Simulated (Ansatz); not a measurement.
## What moves the field gradients of ZrSe2?

Cell of run 1: a computed structure from the Materials Project (it need not be an observed phase).

```yaml
crystal:
  lattice:
    - [3.81115, 0.00000, 0.00000]
    - [-1.90558, 3.30055, 0.00000]
    - [0.00000, 0.00000, 6.39991]
  atoms:
    - { symbol: Zr, position: [0.00000, 0.00000, 0.00000] }
    - { symbol: Se, position: [0.66667, 0.33333, 0.75588] }
    - { symbol: Se, position: [0.33333, 0.66667, 0.24412] }
```

Atom numbers follow the list; atoms alike are taken as one site, whose name carries the number of the first.

Relaxed positions (PBE, cell held):

```
CELL_PARAMETERS angstrom
3.81115 0.00000 0.00000
-1.90558 3.30055 0.00000
0.00000 0.00000 6.39991
ATOMIC_POSITIONS crystal
Zr 0.00000 0.00000 0.00000
Se 0.66667 0.33333 0.75396
Se 0.33333 0.66667 0.24604
```

All runs are DFT with Ansatz 0.2.0 (plane waves and PAW, scalar-relativistic unless spin–orbit coupling is named, Γ-centred meshes, Fermi–Dirac smearing where given) in this cell.

Run 1: PBE, atoms as given; 420 eV, 10×10×5 k-points, smearing 0.01 eV.
Run 2: r2SCAN, atoms as given; 500 eV, 10×10×5 k-points, smearing 0.01 eV.
Run 3: PBE, atoms relaxed; 420 eV, 10×10×5 k-points, smearing 0.01 eV.
Run 4: r2SCAN, at the relaxed atoms; 500 eV, 10×10×5 k-points, smearing 0.01 eV.

| run | Zr V_zz (η) | Se V_zz (η) |
| --- | --- | --- |
| 1 | -2.30 (0.00) | -0.58 (0.00) |

The results of the other runs, out of order. V_zz in 10²¹ V/m².

```
result   Zr V_zz (η)   Se V_zz (η)
     A  -2.04 (0.00)  -0.16 (0.00)
     B  -2.38 (0.00)  -0.40 (0.00)
     C  -1.94 (0.00)  -0.36 (0.00)
```

**Question.** Which result belongs to which run?

**Answer.** A is run 4, B is run 3, C is run 2. Taken one at a time, the functional (r2SCAN with its higher cutoff) moves the tensors on these sites by up to 0.36 (largest principal value of the change, on Zr), the positions of the atoms (as given or relaxed) by 0.20 (Se).

Without spin–orbit coupling (the program notes it for Zr) the gradients can shift somewhat, as the gap is small. In runs 1, 2, 3, 4 the gap is small for the k-mesh or the smearing, and small gradients can still move by 0.1 × 10²¹ V/m² or more.
